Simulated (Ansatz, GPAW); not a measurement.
# CuI (110), 8 units: simulated STM images

Aim: Tersoff-Hamann images of CuI (110), 8 units at several biases.

Method: Ansatz plane waves; layer without images along its normal, relaxation of atoms and in-plane cell; PAW set soft_1, in the first sound run; inputs show where later runs differ, in GPAW 26.7.0 and Ansatz 0.2.0.

## (1) The structure

The cell holds 16 atoms: 8 Cu and 8 I. Its edges and angles: a = 4.278 Å, b = 6.050 Å, c = 30.973 Å, α = 90.0°, β = 90.0°, γ = 90.0°. It derives from CuI (zincblende CuI). Vacuum lies along c.

## (2) Relaxing the atoms

The atoms are relaxed first, since the surface dipole, and with it the work function, follows the positions of the outer layers.

The input, input.yaml:

```yaml
crystal:
  lattice:
    - [4.27799603, 0.0, 0.0]
    - [0.0, 6.05, 0.0]
    - [0.0, 0.0, 30.9729860916]
  atoms:
    - { symbol: Cu, position: [0.5, 0.5, 0.2582895939] }
    - { symbol: I, position: [0.0, 0.75, 0.2582895939] }
    - { symbol: Cu, position: [0.0, 0.0, 0.3273497099] }
    - { symbol: I, position: [0.5, 0.25, 0.3273497099] }
    - { symbol: Cu, position: [0.5, 0.5, 0.396409826] }
    - { symbol: I, position: [0.0, 0.75, 0.396409826] }
    - { symbol: Cu, position: [0.0, 0.0, 0.465469942] }
    - { symbol: I, position: [0.5, 0.25, 0.465469942] }
    - { symbol: Cu, position: [0.5, 0.5, 0.534530058] }
    - { symbol: I, position: [0.0, 0.75, 0.534530058] }
    - { symbol: Cu, position: [0.0, 0.0, 0.603590174] }
    - { symbol: I, position: [0.5, 0.25, 0.603590174] }
    - { symbol: Cu, position: [0.5, 0.5, 0.6726502901] }
    - { symbol: I, position: [0.0, 0.75, 0.6726502901] }
    - { symbol: Cu, position: [0.0, 0.0, 0.7417104061] }
    - { symbol: I, position: [0.5, 0.25, 0.7417104061] }
  periodic: [true, true, false]
kpoints:
  mp_grid: { grid: [7, 5, 1] }
hamiltonian:
  xc: pbe
  pseudopotentials: { kind: paw, azcp: { folder: soft_1 } }
scf:
  occupations: { method: fermi_dirac, width: 0.05 }
relax:
  f_tol: 0.01
  max_steps: 90
  cell: {}
```

On the command line:

```
ansatz run input.yaml --threads 4 --pin off --max-ram 8192MiB --backend cpu --events-out ev --progress --plain --runs-dir out
```

Numbers of over 12 decimals in the logs are rounded to 6 here.

The log of the run:

```text
Warning: crystal.periodic: the lattice vector that does not repeat stood 0.000° off the slab's normal, 30.973 Å along it as the deck builds it. The run solves the slab on a vector along the normal, 53.746 Å long, with every atom where it was (on the deck's vector they left 16.00 Å outside them, and the widest stretch free of ions among them is 2.14 Å). A fractional position that the run reports is one of the run's ce [...]
crystal.periodic: the lattice vector that does not repeat stood 0.000° off the slab's normal, 30.973 Å along it as the deck builds it. The run solves the slab on a vector along the normal, 53.746 Å long, with every atom where it was (on the deck's vector they left 16.00 Å outside them, and the widest stretch free of ions among them is 2.14 Å). A fractional position that the run reports is one of the run's cell, which [...]
Engine: ansatz 0.2.0, aarch64-unknown-linux-gnu
Pseudopotentials: kind: paw
Pseudopotential: Cu, paw, valence charge 19, recommended cutoff 420 eV (normal), soft_1/Cu.paw.azcp
Pseudopotential: I, paw, valence charge 17, recommended cutoff 420 eV (normal), soft_1/I.paw.azcp
Functional definition: PBE
  parameter kappa = 0.804
  parameter beta = 0.066725
  exchange = pbe_x(kappa = kappa, mu = beta*pi^2/3)
  correlation = pbe_c(beta = beta)
Crystal: 16 atoms, lattice volume = 1391.047 Å³
Basis set: ecut = 420 eV, 27197 PW (Γ), exchange–correlation on 60×90×720 points (8 copies of the dense FFT grid, shifted against one another)
Bands: 173, of which v1, the nominal top of the filled ones, is band 144 counted from 1 (143 counted from 0)
Symmetry: 4 space group operations
Space group: Pmn21 (ITA 31), of the structure as read, at distance tolerance 1.1e-4 Å
k-points: 12 of 35 (time reversal used)
Non-local potential: Cu, projectors of the file, l = 0: 3, l = 1: 2, l = 2: 3, l = 3: 1
Non-local potential: I, projectors of the file, l = 0: 2, l = 1: 2, l = 2: 2, l = 3: 1
PAW form: soft (Blöchl's): semilocal exchange-correlation on the pseudo side does not see the compensation charge
PAW one-centre angular grid: Cu, 590 points (default); XC on 64 Gauss nodes
PAW one-centre angular grid: I, 590 points (default); XC on 64 Gauss nodes
Initial density: superposition of atomic densities (neutral atoms: chi_scale 0, normalization atom)
Initial wavefunctions: pseudopotential atomic-orbital guess
Functional: x = pbe(κ = 0.804, μ = 0.219515), c = pbe(β = 0.066725)
SCF iter   1: F=—  HF=-113108.670673 eV  |F-HF|=—  |Δ(HF+E_count)|=         —  Δρ=3.39e-2  dr2=1.11e1  ethr=3.10e-3  ⟨swp⟩=12.9  Hψ=11910  notcnv=0  defer=110
preconditioner: auto → Resta (q_TF=auto, 2.098 Å⁻¹)  ε∞=3.3  [insulator: Δε(μ)=0.491 eV  Ē_g=7.917 eV  σ=0.050 eV  W_gap=0.98  n_scr=232 (ndim 8)  ℏωp=11.9 eV  f_vac=0.668  D(μ)=0.02/eV (n_scr^D=0)  ε∞_Penn≈3.3  vacuum switching on, ρ_ref=4.5e-3 e/Å³]
SCF iter   2: F=—  HF=-113108.973416 eV  |F-HF|=—  |Δ(HF+E_count)|=   3.03e-1  Δρ=2.88e-2  dr2=6.14e0  ethr=3.10e-3  ⟨swp⟩=3.0  Hψ=4353  notcnv=0  defer=254
SCF iter   3: F=—  HF=-113106.987412 eV  |F-HF|=—  |Δ(HF+E_count)|=    1.99e0  Δρ=6.67e-3  dr2=5.23e-1  ethr=2.13e-3  ⟨swp⟩=2.9  Hψ=4426  notcnv=0  defer=269
SCF iter   4: F=—  HF=-113106.881513 eV  |F-HF|=—  |Δ(HF+E_count)|=   1.06e-1  Δρ=1.80e-3  dr2=4.26e-2  ethr=1.81e-4  ⟨swp⟩=3.2  Hψ=3658  notcnv=0  defer=257
SCF iter   5: F=—  HF=-113106.899501 eV  |F-HF|=—  |Δ(HF+E_count)|=   1.80e-2  Δρ=2.58e-3  dr2=5.73e-2  ethr=1.48e-5  ⟨swp⟩=3.0  Hψ=4031  notcnv=0  defer=257
SCF iter   6: F=—  HF=-113106.889165 eV  |F-HF|=—  |Δ(HF+E_count)|=   1.03e-2  Δρ=5.09e-4  dr2=3.58e-3  ethr=1.48e-5  ⟨swp⟩=2.8  Hψ=3874  notcnv=0  defer=257
SCF iter   7: F=—  HF=-113106.889259 eV  |F-HF|=—  |Δ(HF+E_count)|=   9.32e-5  Δρ=2.68e-4  dr2=9.20e-4  ethr=1.24e-6  ⟨swp⟩=2.6  Hψ=2985  notcnv=0  defer=257
SCF iter   8: F=—  HF=-113106.889358 eV  |F-HF|=—  |Δ(HF+E_count)|=   9.89e-5  Δρ=2.58e-4  dr2=6.17e-4  ethr=3.19e-7  ⟨swp⟩=2.9  Hψ=3935  notcnv=0  defer=257
SCF iter   9: F=—  HF=-113106.889276 eV  |F-HF|=—  |Δ(HF+E_count)|=   8.20e-5  Δρ=7.40e-5  dr2=3.93e-5  ethr=2.14e-7  ⟨swp⟩=2.9  Hψ=3626  notcnv=0  defer=257
SCF iter  10: F=—  HF=-113106.889164 eV  |F-HF|=—  |Δ(HF+E_count)|=   1.12e-4  Δρ=2.32e-5  dr2=6.62e-6  ethr=1.36e-8  ⟨swp⟩=3.0  Hψ=3388  notcnv=0  defer=257
SCF iter  11: F=—  HF=-113106.889172 eV  |F-HF|=—  |Δ(HF+E_count)|=   7.67e-6  Δρ=4.47e-5  dr2=1.73e-5  ethr=2.30e-9  ⟨swp⟩=3.0  Hψ=4269  notcnv=0  defer=257  recentre
SCF iter  12: F=—  HF=-113106.889168 eV  |F-HF|=—  |Δ(HF+E_count)|=   3.63e-6  Δρ=5.05e-6  dr2=2.67e-7  ethr=2.30e-9  ⟨swp⟩=2.2  Hψ=3598  notcnv=0  defer=257
SCF iter  13: F=-113106.889168 eV  HF=-113106.889168 eV  |F-HF|=6.86e-8  |Δ(HF+E_count)|=   3.17e-7  Δρ=1.73e-6  dr2=2.97e-8  ethr=3.47e-11  ⟨swp⟩=6.1  Hψ=7956  notcnv=0
SCF 1 converged in 13 iterations: F = -113106.889168 eV  dr2 = 2.97e-8
  greatest PAW one-centre occupation: 1.000 electrons in one spin orbital (limit 2), on the Cu atom at site 14 (counted from 0), in its partial waves of l = 0
relax step   1: F+E_penalty+E_count = -113106.88916830 eV  Δ(F+E_penalty+E_count) = +0.000e0 eV  max|allowed force component| = 6.421e-1 eV/Å  Δτ_max = 0.0000 Å  P = -0.066 N/m  Ω = 1391.047 Å³  fix = [c, alpha, beta]  reactions: c +0.000 N/m  (13 SCF iters, dr2 threshold 1.00e-7 eV, accepted)
Crystal: 16 atoms, lattice volume = 1396.044 Å³
Basis set: ecut = 420 eV, 27329 PW (Γ), exchange–correlation on 60×90×720 points (8 copies of the dense FFT grid, shifted against one another)
Initial density: handed on by an earlier stage of this run
Initial wavefunctions: those handed on with the density
iter 1 solved again at ethr=8.78e-5 eV; its pass at ethr=3.10e-3 eV (dr2=2.53e-1 eV) is discarded
SCF iter   1: F=—  HF=-113107.324886 eV  |F-HF|=—  |Δ(HF+E_count)|=         —  Δρ=5.87e-3  dr2=2.58e-1  ethr=8.78e-5  ⟨swp⟩=8.2  Hψ=11426  notcnv=0  defer=6
preconditioner: auto → Resta (q_TF=auto, 2.097 Å⁻¹)  ε∞=3.1  [insulator: Δε(μ)=1.155 eV  Ē_g=8.300 eV  σ=0.050 eV  W_gap=1.00  n_scr=232 (ndim 8)  ℏωp=11.9 eV  f_vac=0.672  D(μ)=0.00/eV (n_scr^D=0)  ε∞_Penn≈3.1  vacuum switching on, ρ_ref=5.0e-3 e/Å³]
SCF iter   2: F=—  HF=-113107.306651 eV  |F-HF|=—  |Δ(HF+E_count)|=   1.82e-2  Δρ=4.38e-3  dr2=1.63e-1  ethr=8.78e-5  ⟨swp⟩=3.3  Hψ=4412  notcnv=0  defer=60
SCF iter   3: F=—  HF=-113107.266824 eV  |F-HF|=—  |Δ(HF+E_count)|=   3.98e-2  Δρ=1.66e-3  dr2=1.82e-2  ethr=5.65e-5  ⟨swp⟩=3.0  Hψ=4281  notcnv=0  defer=227
SCF iter   4: F=—  HF=-113107.263252 eV  |F-HF|=—  |Δ(HF+E_count)|=   3.57e-3  Δρ=4.07e-4  dr2=1.16e-3  ethr=6.33e-6  ⟨swp⟩=3.0  Hψ=3757  notcnv=0  defer=226
[...]
relax step   4: F+E_penalty+E_count = -113107.55579757 eV  Δ(F+E_penalty+E_count) = -9.430e-2 eV  max|allowed force component| = 1.093e-1 eV/Å  Δτ_max = 0.1917 Å  P = -0.192 N/m  Ω = 1400.112 Å³  energy of the carried Pulay correction = -1.148e-3 eV  fix = [c, alpha, beta]  reactions: c +0.000 N/m  (9 SCF iters, dr2 threshold 1.60e-6 eV, accepted)
[...]
relax step   5: F+E_penalty+E_count = -113107.58117012 eV  Δ(F+E_penalty+E_count) = -2.537e-2 eV  max|allowed force component| = 7.129e-2 eV/Å  Δτ_max = 0.1784 Å  P = +0.090 N/m  Ω = 1398.816 Å³  energy of the carried Pulay correction = -9.847e-4 eV  fix = [c, alpha, beta]  reactions: c +0.000 N/m  (9 SCF iters, dr2 threshold 7.47e-7 eV, accepted)
[...]
relax step   6: F+E_penalty+E_count = -113107.58379064 eV  Δ(F+E_penalty+E_count) = -2.621e-3 eV  max|allowed force component| = 3.410e-3 eV/Å  Δτ_max = 0.0201 Å  P = -0.008 N/m  Ω = 1399.024 Å³  energy of the carried Pulay correction = -1.011e-3 eV  fix = [c, alpha, beta]  reactions: c +0.000 N/m  (8 SCF iters, dr2 threshold 3.18e-7 eV, accepted)
Initial wavefunctions: pseudopotential atomic-orbital guess (no wavefunctions were taken with the density)
iter 1 solved again at ethr=1.83e-6 eV; its pass at ethr=3.10e-3 eV (dr2=5.27e-3 eV) is discarded
SCF iter   1: F=—  HF=-113107.556695 eV  |F-HF|=—  |Δ(HF+E_count)|=         —  Δρ=1.72e-4  dr2=1.20e-5  ethr=1.83e-6  ⟨swp⟩=8.8  Hψ=20536  notcnv=0  defer=6
eigensolver tolerance schedule: the retry pair's looser diagonalisation over-reported the residual by 437.64 of it (diagonalisation noise at 0.35 of the residual, at the tolerance the schedule requests for it); recorded, not acted on — ethr = c·dr2/N_el stays at c = 1.0e-1
preconditioner: auto → Resta (q_TF=auto, 2.096 Å⁻¹)  ε∞=3.0  [insulator: Δε(μ)=1.375 eV  Ē_g=8.354 eV  σ=0.050 eV  W_gap=1.00  n_scr=232 (ndim 8)  ℏωp=11.9 eV  f_vac=0.677  D(μ)=0.00/eV (n_scr^D=0)  ε∞_Penn≈3.0  vacuum switching on, ρ_ref=5.1e-3 e/Å³]
SCF iter   2: F=—  HF=-113107.574710 eV  |F-HF|=—  |Δ(HF+E_count)|=   1.80e-2  Δρ=8.70e-5  dr2=3.73e-6  ethr=4.17e-9  ⟨swp⟩=4.9  Hψ=6415  notcnv=0  defer=17
SCF iter   3: F=—  HF=-113107.583812 eV  |F-HF|=—  |Δ(HF+E_count)|=   9.10e-3  Δρ=2.84e-5  dr2=4.21e-6  ethr=1.30e-9  ⟨swp⟩=3.8  Hψ=5112  notcnv=0  defer=23
SCF iter   4: F=—  HF=-113107.584458 eV  |F-HF|=—  |Δ(HF+E_count)|=   6.46e-4  Δρ=1.14e-5  dr2=6.05e-7  ethr=1.30e-9  ⟨swp⟩=2.8  Hψ=4149  notcnv=0  defer=24
SCF iter   5: F=—  HF=-113107.584701 eV  |F-HF|=—  |Δ(HF+E_count)|=   2.43e-4  Δρ=3.49e-6  dr2=3.81e-8  ethr=2.10e-10  ⟨swp⟩=3.0  Hψ=4278  notcnv=0  defer=27
SCF iter   6: F=—  HF=-113107.584777 eV  |F-HF|=—  |Δ(HF+E_count)|=   7.60e-5  Δρ=1.06e-6  dr2=9.19e-9  ethr=1.32e-11  ⟨swp⟩=3.3  Hψ=3402  notcnv=0  defer=27
SCF iter   7: F=—  HF=-113107.584787 eV  |F-HF|=—  |Δ(HF+E_count)|=   1.00e-5  Δρ=1.12e-6  dr2=1.11e-8  ethr=3.19e-12  ⟨swp⟩=3.1  Hψ=4236  notcnv=0  defer=27
SCF iter   8: F=—  HF=-113107.584788 eV  |F-HF|=—  |Δ(HF+E_count)|=   1.69e-6  Δρ=1.52e-7  dr2=4.12e-10  ethr=3.19e-12  ⟨swp⟩=2.3  Hψ=3638  notcnv=0  defer=27
SCF iter   9: F=—  HF=-113107.584788 eV  |F-HF|=—  |Δ(HF+E_count)|=   8.03e-8  Δρ=1.06e-7  dr2=5.59e-11  ethr=1.00e-12  ⟨swp⟩=2.0  Hψ=2614  notcnv=0  defer=27
SCF iter  10: F=—  HF=-113107.584789 eV  |F-HF|=—  |Δ(HF+E_count)|=   4.19e-7  Δρ=1.61e-7  dr2=2.21e-10  ethr=1.00e-12  ⟨swp⟩=9.4  Hψ=11201  notcnv=0  recentre
SCF iter  11: F=-113107.584789 eV  HF=-113107.584788 eV  |F-HF|=2.56e-7  |Δ(HF+E_count)|=   1.79e-7  Δρ=5.64e-8  dr2=9.62e-12  ethr=1.00e-12  ⟨swp⟩=7.3  Hψ=11345  notcnv=0
SCF 7 converged in 11 iterations: F = -113107.584789 eV  dr2 = 9.62e-12
relax step   7: F+E_penalty+E_count = -113107.58478865 eV  Δ(F+E_penalty+E_count) = -9.980e-4 eV  max|allowed force component| = 3.422e-3 eV/Å  Δτ_max = 0.0000 Å  P = -0.011 N/m  Ω = 1399.024 Å³  fix = [c, alpha, beta]  reactions: c +0.000 N/m  stress off target by 1.51e-2 N/m on what of the cell is left free  SCF on the basis re-selected at this cell (its energy is not comparable with the rows above)  (11 SCF iters)
basis re-selected at this cell: Δ(F+E_penalty+E_count) = -9.980e-4 eV, ΔP = -0.003 N/m vs the last step (what re-selecting the basis moved, of the pressure what is left beyond the Pulay correction that the steps carried, after the strain that the cell walked since its last selection, with what the two solves' SCF thresholds leave and, on support functions, any second-order correction that the steps lacked; it is no m [...]
SCF converged after 11 iterations
Free energy (F): -113107.584789 eV
Harris-Foulkes:  -113107.584788 eV  (|F-HF|=2.56e-7)
Internal energy: -113107.584789 eV  (E = F + TS)
E sigma→0 (E₀):  -113107.584789 eV
Entropy (-TS):   -0.000000 eV (-0.000 meV/atom)
Fermi energy:    -3.951085 eV
--- Per-component energies (eV) ---
  E_band       = -10610.972200
  E_kinetic    = 3355.334310
  E_local      = -2327429.177759  (includes V_loc(G=0)·N_el)
  E_nonlocal   = 8146.851758
  E_hartree    = 1157792.026896
  E_xc         = -1396.863538
  E_vxc        = -1576.689552  (∫ρ·V_xc dr)
  E_paw        = -52863.644869  (= ΣΔE_a)
  E_vpaw       = -8691.332896  (= ΣTr[D̂ρ^β])
  E_aug_tail   = -0.011820  (compensation charges beyond the density's cutoff)
  E_ewald      = 1099287.900234
  E_smearing   = -0.000000  (= −TS)
  E_closure    = -0.000000  (closes the sum)
  Σ components = -113107.584789   (vs F -113107.584789, Δ=0.00e0)
--- Forces (eV/Å), atoms counted from 1 ---
  atom   1  Cu     0.00000000     0.00342244     0.00138194
  atom   2  I      0.00000000    -0.00306528    -0.00312340
  atom   3  Cu     0.00000000    -0.00321906     0.00220844
  atom   4  I     -0.00000000     0.00022806    -0.00199264
  atom   5  Cu    -0.00000000    -0.00072837    -0.00147582
  atom   6  I      0.00000000     0.00291008     0.00171126
  atom   7  Cu     0.00000000    -0.00204422    -0.00135882
  atom   8  I      0.00000000     0.00249635     0.00135790
  atom   9  Cu     0.00000000    -0.00204422     0.00135882
  atom  10  I      0.00000000     0.00249635    -0.00135790
  atom  11  Cu    -0.00000000    -0.00072837     0.00147582
  atom  12  I      0.00000000     0.00291008    -0.00171126
  atom  13  Cu     0.00000000    -0.00321906    -0.00220844
  atom  14  I     -0.00000000     0.00022806     0.00199264
  atom  15  Cu     0.00000000     0.00342244    -0.00138194
  atom  16  I      0.00000000    -0.00306528     0.00312340
  max |Σ_I F_I| component: 1.12e-8 eV/Å
--- 2D stress c σ (N/m, compression-positive) ---
       -0.015071       0.000000       0.000000
        0.000000      -0.007250       0.000000
        0.000000       0.000000       0.000000
  P = ½ c Tr σ = -0.0112 N/m
--- Relaxed structure (6 steps of the walk, 6 accepted, 1 SCFs on fresh bases) ---
  F+E_penalty+E_count = -113107.58478865 eV   max|allowed force component| = 3.422e-3 eV/Å   (the final SCF, on the basis selected at the relaxed cell)
  cell:  # Å, volume = 1399.0236 Å³
    - [4.294264, 0.0, 0.0]
    - [0.0, 6.061643, 0.0]
    - [0.0, 0.0, 53.745972]
  atoms:
    - { symbol: Cu, position: [0.500000, 0.573391, 0.160734] }
    - { symbol: I, position: [0, 0.750878, 0.145296] }
    - { symbol: Cu, position: [0, -0.023483, 0.186378] }
    - { symbol: I, position: [0.500000, 0.234349, 0.188674] }
    - { symbol: Cu, position: [0.500000, 0.490579, 0.228127] }
    - { symbol: I, position: [0, 0.741295, 0.227866] }
    - { symbol: Cu, position: [0, -0.00866847, 0.267893] }
    - { symbol: I, position: [0.500000, 0.241661, 0.268308] }
    - { symbol: Cu, position: [0.500000, 0.491332, 0.308392] }
    - { symbol: I, position: [0, 0.741661, 0.307977] }
    - { symbol: Cu, position: [0, -0.00942114, 0.348158] }
    - { symbol: I, position: [0.500000, 0.241295, 0.348419] }
    - { symbol: Cu, position: [0.500000, 0.476517, 0.389906] }
    - { symbol: I, position: [0, 0.734349, 0.387611] }
    - { symbol: Cu, position: [0, 0.073391, 0.415550] }
    - { symbol: I, position: [0.500000, 0.250878, 0.430989] }
```

It took 16 min on 4 threads of Arm Neoverse V1, shared host; peak memory 5 GiB; 62 min of CPU time.

The steps of the relaxation:

| step | energy less that of the first step (eV) | largest force component (eV/Å) | volume (Å³) |
| --- | --- | --- | --- |
| 1 | 0.0000 | 0.6421 | 1391.05 |
| 2 | -0.3748 | 0.4392 | 1396.04 |
| 3 | -0.5723 | 0.2615 | 1399.21 |
| 4 | -0.6666 | 0.1093 | 1400.11 |
| 5 | -0.6920 | 0.0713 | 1398.82 |
| 6 | -0.6946 | 0.0034 | 1399.02 |
| 7* | -0.6956 | 0.0034 | 1399.02 |

Relaxation steps marked * repeat the geometry before them on a plane-wave basis chosen anew for their cell, so energy and pressure can jump there.

The run keeps the 4 symmetry operations that it works with, so distortions that break them were not tested.

| cell as run | before | after | change |
| --- | --- | --- | --- |
| a (Å) | 4.278 | 4.294 | +0.4 % |
| b (Å) | 6.050 | 6.062 | +0.2 % |

The atoms that moved most (Å, along periodic axes as changes of fractional coordinates times the final cell, across vacuum about the mean position):

| atom | dx | dy | dz | length |
| --- | --- | --- | --- | --- |
| Cu15 | 0.000 | 0.445 | -0.639 | 0.778 |
| Cu1 | 0.000 | 0.445 | 0.639 | 0.778 |
| I2 | 0.000 | 0.005 | -0.191 | 0.191 |
| I16 | 0.000 | 0.005 | 0.191 | 0.191 |
| Cu3 | 0.000 | -0.142 | -0.122 | 0.187 |
| Cu13 | 0.000 | -0.142 | 0.122 | 0.187 |
| I4 | 0.000 | -0.095 | 0.001 | 0.095 |
| I14 | 0.000 | -0.095 | -0.001 | 0.095 |

Numbers from this step:

```yaml
free_energy: -113107.5848 eV
gap_by_band_count: 1.376 eV
symmetry_operations: 4
```

The relaxation lowered the energy of the cell by 0.696 eV.

[end of part 1 of 3]

[Logs are printed without paths, hosts, clocks, repeated set-up lines and the standing remarks that a program may print on its own settings, such as how far it seeks lower states.]

[Hosts, paths, dates, database ids (printed as entryN), source tags and the programs' standing remarks are cut or masked in the printed files.]
